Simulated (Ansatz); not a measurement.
# P: the cost of one run

Computed with Ansatz 0.2.0 (DFT PBE+D3(BJ), scalar-relativistic, plane waves, PAW, unless a step's input says otherwise).

5 further runs of the same task are left out: 1 that didn't finish, 4 set aside as unsound or not needed.

### 1 The system as given

It takes space group R-3m (No. 166, trigonal). Conventional cell: a = 3.428 Å, b = 3.428 Å, c = 8.757 Å, α = 90.00°, β = 90.00°, γ = 120.00°. P (site symmetry 3m) has 6 P at 2.30 to 2.64 Å as nearest neighbours.

As a file:

```cif
data_structure
_symmetry_space_group_name_H-M 'P 1'
_symmetry_Int_Tables_number 1
_cell_length_a 3.5265
_cell_length_b 3.5265
_cell_length_c 3.5265
_cell_angle_alpha 58.154
_cell_angle_beta 58.154
_cell_angle_gamma 58.154
_cell_volume 29.70
loop_
_atom_site_label
_atom_site_type_symbol
_atom_site_fract_x
_atom_site_fract_y
_atom_site_fract_z
_atom_site_occupancy
P1 P 0.23367 0.23367 0.23367 1
P2 P 0.76633 0.76633 0.76633 1
```

It goes back to an entry of the Materials Project, which need not be the stable form.

This cell was relaxed beforehand with the same method: volume 14.85 Å³/atom, gap on the mesh none (metal).

### 2 Zero of the scan

File input.yaml:

```yaml
crystal:
  lattice:
    - [1.7138507813, 0.9894922099, 2.9189069788]
    - [-1.7138507813, 0.9894922099, 2.9189069788]
    - [0.0, -1.9789844198, 2.9189069788]
  atoms:
    - { symbol: P, position: [0.2336660455, 0.2336660455, 0.2336660455] }
    - { symbol: P, position: [0.7663339545, 0.7663339545, 0.7663339545] }
basis:
  ecutwfc: 420
kpoints:
  mp_grid: { grid: [24, 24, 24] }
hamiltonian:
  xc: pbe
  dispersion: d3bj
scf:
  occupations: { method: gaussian, width: 0.15 }
output:
  forces: true
  stress: true
  eigenvalues: true
  write_density: true
  write_potential: true
  elf: true
  volumetric_format: npy
```

Command:

```sh
ansatz run input.yaml --threads 2 --pin off --max-ram 5120MiB --backend cpu --events-out ev --progress --plain --runs-dir out
```

Q: Estimate wall time and peak memory on 2 threads of Intel Xeon at 2.50GHz (Skylake/Cascade Lake), shared host.

About 50 s, with a peak of 0.65 GiB.
